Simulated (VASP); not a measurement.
A run of VASP 6.6.1 is set up as follows.

INCAR

```
SYSTEM = BP
PREC     = Accurate       ! precision mode
ENCUT    = 450            ! plane-wave cutoff, eV
EDIFF    = 1E-6           ! SCF threshold, eV
ISMEAR   = 0              ! smearing method
SIGMA    = 0.02           ! smearing width, eV
LREAL    = .False.        ! projectors in reciprocal space
LASPH    = .True.         ! aspherical terms in the spheres
NELM     = 120            ! most SCF steps
ALGO     = Normal         ! electronic algorithm
ISIF     = 2              ! what is computed and relaxed
LWAVE    = .False.        ! write WAVECAR
LCHARG   = .False.        ! write CHGCAR
GGA      = PE             ! functional
NBANDS   = 11             ! bands
KPAR     = 2
```

KPOINTS

```
Automatic mesh
0
Gamma
  14 14 14
  0 0 0
```

POSCAR

```
BP                                      
1.0
    0.0000000000      2.2731283021      2.2731283021
    2.2731283021      0.0000000000      2.2731283021
    2.2731283021      2.2731283021      0.0000000000
  B               P             
     1     1
Direct
     0.0000000000000000    0.0000000000000000    0.0000000000000000
     0.7500000000000000    0.7500000000000000    0.7500000000000000
```

KPOINTS_OPT

```
path GXWKGLUWLK,UX
10
line-mode
reciprocal
 0.0000000000  0.0000000000  0.0000000000  G
 0.5000000000  0.0000000000  0.5000000000  X

 0.5000000000  0.0000000000  0.5000000000  X
 0.5000000000  0.2500000000  0.7500000000  W

 0.5000000000  0.2500000000  0.7500000000  W
 0.3750000000  0.3750000000  0.7500000000  K

 0.3750000000  0.3750000000  0.7500000000  K
 0.0000000000  0.0000000000  0.0000000000  G

 0.0000000000  0.0000000000  0.0000000000  G
 0.5000000000  0.5000000000  0.5000000000  L

 0.5000000000  0.5000000000  0.5000000000  L
 0.6250000000  0.2500000000  0.6250000000  U

 0.6250000000  0.2500000000  0.6250000000  U
 0.5000000000  0.2500000000  0.7500000000  W

 0.5000000000  0.2500000000  0.7500000000  W
 0.5000000000  0.5000000000  0.5000000000  L

 0.5000000000  0.5000000000  0.5000000000  L
 0.3750000000  0.3750000000  0.7500000000  K

 0.6250000000  0.2500000000  0.6250000000  U
 0.5000000000  0.0000000000  0.5000000000  X
```

Potentials or basis: VASP PAW PBE potentials, release 64 (B, P).

Run with:

```console
$ cat potpaw_PBE.64/B/POTCAR potpaw_PBE.64/P/POTCAR > POTCAR
$ mpirun -np 2 vasp_std > vasp.out
```

(1) Predict the pressure.

(2) Estimate the band gap on the k mesh.

(3) Predict the band gap along the path.

Results:

(1) 0.0 GPa.

(2) 1.25 eV, indirect (least direct gap 3.39 eV).

(3) 1.26 eV, indirect (least direct gap 3.39 eV).
